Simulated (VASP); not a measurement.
# Co (P6_3/mmc) in VASP: settings compared, part 2 of 2

VASP 6.6.1. Earlier steps stand in the parts before.

## (3) Relaxation of cell and atoms, PBE, collinear spin, ferromagnetic start

The input, INCAR:

```
PREC     = Accurate       # precision mode
ENCUT    = 400            # plane-wave cutoff, eV
EDIFF    = 1E-6           # SCF threshold, eV
ISMEAR   = -1             # smearing method
SIGMA    = 0.05           # smearing width, eV
LREAL    = False          # projectors in reciprocal space
LASPH    = True           # aspherical terms in the spheres
NELM     = 120            # most SCF steps
ALGO     = Normal         # electronic algorithm
ISIF     = 3              # what is computed and relaxed
LWAVE    = False          # write WAVECAR
LCHARG   = False          # write CHGCAR
ISPIN    = 2              # spin polarisation
MAGMOM   = 2 2            # initial moments
LORBIT   = 11             # projections on sites
LMAXMIX  = 4              # l up to which the mixer works
GGA      = PE             # functional
IBRION   = 2              # ionic algorithm
NSW      = 60             # ionic steps
EDIFFG   = -0.01          # ionic threshold
```

The input, KPOINTS:

```
regular mesh
0
Gamma
  15 15 9
```

The input, POSCAR:

```
Co
1.0
    2.5070000000      0.0000000000      0.0000000000
   -1.2535000000      2.1711256873      0.0000000000
    0.0000000000      0.0000000000      4.0690000000
Co
2
Direct
    0.0000000000      0.0000000000      0.0000000000
    0.3333333333      0.6666666667      0.5000000000
```

Potentials or basis: VASP PAW PBE potentials, release 64 (Co).

On the command line:

```console
> cat potpaw_PBE.64/Co/POTCAR > POTCAR
> mpirun -np 1 vasp_std > vasp.out
```

Run time: 58 s. Hardware: 1 thread of Intel Xeon 6975P-C (Granite Rapids), shared host; peak memory 0.16 GiB.

Results (log left out):

| Quantity | Value |
| --- | --- |
| Free energy | -14.0839 eV |
| Relaxed volume | 10.80 Å³/atom |
| Relaxed cell | a = 2.490 Å, b = 2.490 Å, c = 4.024 Å, α = 90.00°, β = 90.00°, γ = 120.00° |
| Space group after relaxing (to 0.05 Å) | P6_3/mmc (No. 194) |
| Energy gained by relaxing | 4.6 meV/atom |
| Ionic steps | 4 |
| Pressure after relaxing | 0.0 GPa |
| Band gap on the k mesh | none (metal or under the smearing width) |
| Net moment | 3.22 μB per cell |
| Site moments | Co +1.63 μB |
| Valence electrons inside the program's atomic spheres | Co 8.28 |

Stress tensor (GPa, compression positive):
```
 0.06  0.00  0.00
 0.00  0.06  0.00
 0.00  0.00 -0.10
```

The path:
| step | energy change (eV) | largest force (eV/Å) | pressure (GPa) | volume (Å³) |
| --- | --- | --- | --- | --- |
| 1 | 0.0000 | 0.0000 | -5.14 | 22.15 |
| 2 | 0.0018 | 0.0000 | 6.33 | 21.03 |
| 3 | -0.0092 | 0.0000 | 0.04 | 21.60 |
| 4 | -0.0093 | 0.0000 | 0.00 | 21.61 |

Final structure:
```xyz
2
Lattice="2.4899 0.0000 0.0000 -1.2449 2.1563 0.0000 0.0000 0.0000 4.0241" Properties=species:S:1:pos:R:3 pbc="T T T"
Co    2.4899    0.0000    0.0000
Co    0.0000    1.4375    2.0120
```

Levels at points of the mesh, in eV from the Fermi level:
Spin up:
```csv
k point,band 7,band 8,band 9,band 10,band 11,band 12,band 13,band 14,band 15
"(0.00, 0.00, 0.00)",-2.27,-1.93,-1.93,-0.82,-0.82,-0.06,6.41,22.02,24.61
```
Spin down:
| k point | band 3 | band 4 | band 5 | band 6 | band 7 | band 8 | band 9 | band 10 | band 11 | band 12 |
| --- | --- | --- | --- | --- | --- | --- | --- | --- | --- | --- |
| (0.00, 0.00, 0.00) | -0.97 | -0.95 | -0.95 | -0.58 | -0.58 | -0.16 | -0.16 | -0.13 | 1.06 | 1.06 |

## (4) Relaxation of cell and atoms, PBEsol, collinear spin, ferromagnetic start

The input, INCAR:

```
ALGO = Fast
EDIFF = 1E-6
EDIFFG = -0.01
ENCUT = 400
GGA = PS
IBRION = 2
ISIF = 3
ISMEAR = -1
ISPIN = 2
LASPH = T
LCHARG = F
LMAXMIX = 4
LORBIT = 11
LREAL = F
LWAVE = F
MAGMOM = 2 2
NELM = 150
NSW = 60
PREC = Accurate
SIGMA = 0.05
```

The input, KPOINTS:

```
k-points
0
Gamma
  15 15 9
```

POSCAR is that of step 3.

On the command line:

```console
> cat potpaw_PBE.64/Co/POTCAR > POTCAR
> mpirun -np 1 vasp_std > vasp.out
```

It took 4.6 min on 1 thread of Intel Xeon Platinum 8488C (Sapphire Rapids), shared host; peak memory 0.17 GiB.

The run converged. Its results:

```
Free energy                                           : -15.4882 eV
Relaxed volume                                        : 10.33 Å³/atom
Relaxed cell                                          : a = 2.454 Å, b = 2.454 Å, c = 3.963 Å, α = 90.00°, β = 90.00°, γ = 120.00°
Space group after relaxing (to 0.05 Å)                : P6_3/mmc (No. 194)
Energy gained by relaxing                             : 36.7 meV/atom
Ionic steps                                           : 11
Pressure after relaxing                               : -0.1 GPa
Band gap on the k mesh                                : none (metal or under the smearing width)
Net moment                                            : 3.17 μB per cell
Site moments                                          : Co +1.59 μB
Valence electrons inside the program's atomic spheres : Co 8.37
```

Step by step:
| step | energy change (eV) | largest force (eV/Å) | pressure (GPa) | volume (Å³) |
| --- | --- | --- | --- | --- |
| 1 | 0.0000 | 0.0000 | -14.75 | 22.15 |
| 2 | 0.0405 | 0.0000 | 24.41 | 19.04 |
| 3 | -0.0732 | 0.0000 | -0.24 | 20.68 |
| 4 | -0.0732 | 0.0000 | 0.07 | 20.65 |
| 5 | -0.0733 | 0.0000 | 0.21 | 20.65 |
| 6 | -0.0733 | 0.0000 | 0.10 | 20.65 |
| 7 | -0.0733 | 0.0000 | 0.13 | 20.65 |
| 8 | -0.0733 | 0.0000 | 0.16 | 20.65 |
| 9 | -0.0733 | 0.0000 | 0.18 | 20.65 |
| 10 | -0.0733 | 0.0000 | -0.17 | 20.68 |
| 11 | -0.0733 | 0.0000 | -0.13 | 20.67 |

Final structure:
```cif
data_structure
_symmetry_space_group_name_H-M 'P 1'
_symmetry_Int_Tables_number 1
_cell_length_a 2.4540
_cell_length_b 2.4540
_cell_length_c 3.9625
_cell_angle_alpha 90.000
_cell_angle_beta 90.000
_cell_angle_gamma 120.000
_cell_volume 20.67
loop_
_atom_site_label
_atom_site_type_symbol
_atom_site_fract_x
_atom_site_fract_y
_atom_site_fract_z
_atom_site_occupancy
Co1 Co 0.00000 0.00000 0.00000 1
Co2 Co 0.33333 0.66667 0.50000 1
```

Levels at points of the mesh, in eV from the Fermi level:
Spin up:
```
           k point  band 9  band 10  band 11  band 12  band 13  band 14
(0.00, 0.00, 0.00)   -1.91    -0.71    -0.71    -0.13     6.82    22.33
```
Spin down:
```
           k point  band 3  band 4  band 5  band 6  band 7  band 8  band 9  band 10  band 11  band 12
(0.00, 0.00, 0.00)   -1.05   -1.04   -1.04   -0.64   -0.64   -0.20   -0.20    -0.10     1.12     1.12
```

Caveat: the PAW data sets were made with another functional, which shifts forces and pressure a little.

## (5) The runs side by side

```tsv
level	potentials or basis	gap on the mesh (eV)	pressure (GPa)	moment (μB)	relaxed volume (Å³/atom)
LDA	VASP PAW LDA potentials, release 64 (Co)	none	0.0	2.96	9.96
PBE	VASP PAW PBE potentials, release 64 (Co)	none	0.0	3.22	10.80
PBEsol	VASP PAW PBE potentials, release 64 (Co)	none	-0.1	3.17	10.33
```

Alike in all rows: task relaxation of cell and atoms; spin collinear, ferromagnetic start; cell relaxed; k mesh 15 × 15 × 9; cutoff (eV) 400; smearing fermi-dirac 0.05 eV.

Caveats: the PAW data sets were made with another functional, which shifts forces and pressure a little (some runs).

Absolute energies hang on the potentials; compare differences alone.
